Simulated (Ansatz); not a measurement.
Acetic acid: measurement beside calculation (Ansatz, PBE0-D4/def2-TZVP geometry).

```xyz
8

C    -0.5632   -0.1102    0.7701
C     0.1429   -0.1414   -0.5476
O    -0.1424   -0.8354   -1.4841
O     1.1741    0.7239   -0.5781
H     0.1368   -0.3590    1.5699
H    -0.9348    0.8974    0.9660
H    -1.3873   -0.8182    0.7594
H     1.5738    0.6428   -1.4555
```

Measured: 10.62 ± 0.02 eV (ionisation energy: first ionisation energy). Source: Proton affinities and ion enthalpies, 2017 (pmc:6134689).

| level | vertical IE (eV) | minus measured (eV) |
| --- | --- | --- |
| PBE-D4/def2-TZVPP | 10.53 | -0.09 |
| r2SCAN-D4/def2-TZVPP | 10.51 | -0.11 |
| PBE0-D4/def2-TZVPP | 10.64 | 0.03 |
| B3LYP-D4/def2-TZVPP | 10.75 | 0.13 |
| ωB97X-V/def2-TZVPP | 10.75 | 0.13 |
| ωB97M-V/def2-TZVPP | 10.75 | 0.13 |
| B2PLYP/def2-TZVPP | 10.79 | 0.17 |
| HF/def2-TZVPP | 9.39 | -1.23 |
| MP2/def2-TZVPP | 11.21 | 0.59 |
| CCSD/def2-TZVPP | 10.74 | 0.12 |
| CCSD(T)/def2-TZVPP | 10.80 | 0.18 |
| HF/def2-QZVPP | 9.39 | -1.23 |
| MP2/def2-QZVPP | 11.33 | 0.71 |
| HF/CBS(def2) | 9.39 | -1.23 |
| MP2/CBS(def2) | 11.41 | 0.79 |
| CCSD/CBS(def2) | 10.94 | 0.32 |
| CCSD(T)/CBS(def2) | 11.00 | 0.38 |
| −ε(HOMO), LDA (SPW92) | 6.63 | -3.99 |
| −ε(HOMO), PBE | 6.43 | -4.19 |
| −ε(HOMO), revPBE | 6.35 | -4.27 |
| −ε(HOMO), BLYP | 6.36 | -4.26 |
| −ε(HOMO), r2SCAN | 6.76 | -3.86 |
| −ε(HOMO), B97M-V | 6.89 | -3.73 |
| −ε(HOMO), PBE0 | 8.12 | -2.50 |
| −ε(HOMO), B3LYP | 7.88 | -2.74 |
| −ε(HOMO), r2SCANh | 7.40 | -3.22 |
| −ε(HOMO), r2SCAN0 | 8.37 | -2.25 |
| −ε(HOMO), HSE06 | 7.71 | -2.91 |
| −ε(HOMO), BHLYP | 9.79 | -0.83 |
| −ε(HOMO), CAM-B3LYP | 9.64 | -0.98 |
| −ε(HOMO), LC-ωPBE | 10.96 | 0.34 |
| −ε(HOMO), ωB97X-V | 10.62 | 0.00 |
| −ε(HOMO), ωB97M-V | 10.57 | -0.05 |

Computed values are vertical and leave out zero-point energy and spin–orbit coupling, so an adiabatic measurement lies lower by the cation's relaxation.

Enthalpy of formation at 298 K: -103.4 kcal/mol (zero for an element's reference state; older measured values of the G2 set, as listed by Staroverov and co-workers, J. Chem. Phys. 119, 12129, 2003). With their computed zero-point and thermal terms and the atoms' enthalpies of Curtiss and co-workers (1997) it gives an electronic atomization energy of 802.9 kcal/mol.

| level | atomization (kcal/mol) | error | error per bond |
| --- | --- | --- | --- |
| LDA (SPW92) | 939.6 | 136.8 | 19.5 |
| PBE-D4 | 830.4 | 27.6 | 3.9 |
| revPBE-D4 | 806.0 | 3.1 | 0.4 |
| BLYP-D4 | 807.7 | 4.8 | 0.7 |
| r2SCAN-D4 | 807.1 | 4.2 | 0.6 |
| B97M-V | 803.2 | 0.4 | 0.1 |
| PBE0-D4 | 806.0 | 3.1 | 0.4 |
| B3LYP-D4 | 801.9 | -1.0 | -0.1 |
| r2SCANh-D4 | 799.1 | -3.8 | -0.5 |
| r2SCAN0-D4 | 787.6 | -15.3 | -2.2 |
| HSE06-D4 | 806.8 | 4.0 | 0.6 |
| BHLYP-D4 | 767.1 | -35.7 | -5.1 |
| CAM-B3LYP-D4 | 806.7 | 3.8 | 0.5 |
| ωB97X-V | 803.8 | 0.9 | 0.1 |
| ωB97M-V | 805.7 | 2.8 | 0.4 |
| B2PLYP | 796.2 | -6.7 | -1.0 |
| PBE-QIDH | 797.0 | -5.8 | -0.8 |
| PBE | 828.0 | 25.1 | 3.6 |
| revPBE | 796.8 | -6.1 | -0.9 |
| BLYP | 802.1 | -0.8 | -0.1 |
| r2SCAN | 806.5 | 3.6 | 0.5 |
| PBE0 | 804.0 | 1.2 | 0.2 |
| B3LYP | 798.0 | -4.8 | -0.7 |
| r2SCANh | 798.5 | -4.4 | -0.6 |
| r2SCAN0 | 786.9 | -16.0 | -2.3 |
| HSE06 | 805.0 | 2.2 | 0.3 |
| BHLYP | 764.6 | -38.3 | -5.5 |
| CAM-B3LYP | 804.7 | 1.8 | 0.3 |
| LC-ωPBE | 804.4 | 1.5 | 0.2 |
| HF/def2-TZVPP | 563.4 | -239.5 | -34.2 |
| MP2/def2-TZVPP | 803.0 | 0.1 | 0.0 |
| SCS-MP2/def2-TZVPP | 794.0 | -8.9 | -1.3 |
| CCSD/def2-TZVPP | 766.7 | -36.2 | -5.2 |
| CCSD(T)/def2-TZVPP | 781.2 | -21.6 | -3.1 |
| HF/def2-QZVPP | 564.3 | -238.6 | -34.1 |
| MP2/def2-QZVPP | 815.5 | 12.6 | 1.8 |
| SCS-MP2/def2-QZVPP | 808.0 | 5.1 | 0.7 |
| HF/CBS(def2) | 564.5 | -238.4 | -34.1 |
| MP2/CBS(def2) | 824.2 | 21.3 | 3.0 |
| CCSD/CBS(def2) | 787.9 | -15.0 | -2.1 |
| CCSD(T)/CBS(def2) | 802.5 | -0.4 | -0.1 |

Functionals use def2-TZVPP; B3LYP here is the variant with VWN-RPA as its local correlation; programs differ in this. The calculations leave out spin–orbit coupling, scalar relativity and, for the correlated methods, core correlation; together these are worth up to about 1 kcal/mol a heavy atom. HSE06 is defined as in plane-wave codes. CBS adds triple-zeta CCSD(T) − MP2 to the MP2 limit. T1 = 0.015.
